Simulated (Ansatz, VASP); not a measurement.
## MgTe: VASP beside Ansatz

The input INCAR:

```
PREC     = Accurate       # precision mode
ENCUT    = 520            # plane-wave cutoff, eV
EDIFF    = 1E-6           # SCF threshold, eV
ISMEAR   = 0              # smearing method
SIGMA    = 0.1            # smearing width, eV
LREAL    = F              # projectors in reciprocal space
LASPH    = T              # aspherical terms in the spheres
NELM     = 100            # most SCF steps
ALGO     = Fast           # electronic algorithm
ISIF     = 2              # what is computed and relaxed
LWAVE    = F              # write WAVECAR
LCHARG   = F              # write CHGCAR
GGA      = CA             # functional
NBANDS   = 16             # bands
```

File KPOINTS:

```
Automatic mesh
0
Gamma
  6 6 4
```

File POSCAR:

```
MgTe
1.0
    4.5902025400      0.0000000000      0.0000000000
   -2.2951012700      3.9752320100      0.0000000000
    0.0000000000      0.0000000000      7.4378057100
Mg Te
2 2
Direct
    0.3333333300      0.6666666700      0.9959911700
    0.6666666700      0.3333333300      0.4959911700
    0.3333333300      0.6666666700      0.3740088300
    0.6666666700      0.3333333300      0.8740088300
```

Input for Ansatz:

```yaml
crystal:
  lattice:
    - [4.59020254, 0.0, 0.0]
    - [-2.29510127, 3.97523201, 0.0]
    - [0.0, 0.0, 7.43780571]
  atoms:
    - { symbol: Mg, position: [0.33333333, 0.66666667, 0.99599117] }
    - { symbol: Mg, position: [0.66666667, 0.33333333, 0.49599117] }
    - { symbol: Te, position: [0.33333333, 0.66666667, 0.37400883] }
    - { symbol: Te, position: [0.66666667, 0.33333333, 0.87400883] }
basis:
  ecutwfc: 420
kpoints:
  mp_grid: { grid: [6, 6, 4] }
hamiltonian:
  xc: lda
  pseudopotentials: { kind: paw, azcp: { folder: soft_1 } }
scf:
  occupations: { method: gaussian, width: 0.1 }
output:
  forces: true
  stress: true
  eigenvalues: true
```

The cell is a database's computed one.

Alike in both runs: task single point; functional LDA; k mesh 6 × 6 × 4; occupations gaussian, width 0.1 eV; no spin polarisation.

|  | VASP | Ansatz |
| --- | --- | --- |
| version | VASP 6.6.1 | Ansatz 0.2.0 |
| potentials or method | VASP PAW LDA potentials, release 64 (Mg, Te) | scalar-relativistic, plane waves, PAW |
| plane-wave cutoff (eV) | 520 | 420 |
| valence electrons in the cell | 16 | 52 |

```tsv
	VASP	Ansatz	Ansatz less VASP
gap on the k mesh at the Fermi level (eV)	2.20	2.18	-0.022
least direct gap on the mesh (eV)	2.20	2.18	-0.022
pressure (GPa)	-1.8	-1.7	+0.05
rms of the force components (eV/Å)	0.012	0.012	+0.0003
```

Atom by atom the forces differ by 0.000 eV/Å (rms over components). The two sets of potentials don't hold the same shells in valence. Ansatz warned: «pseudo_functional_mismatch».

Caveats: spin-orbit coupling is left out, which moves the levels of the heavy elements.
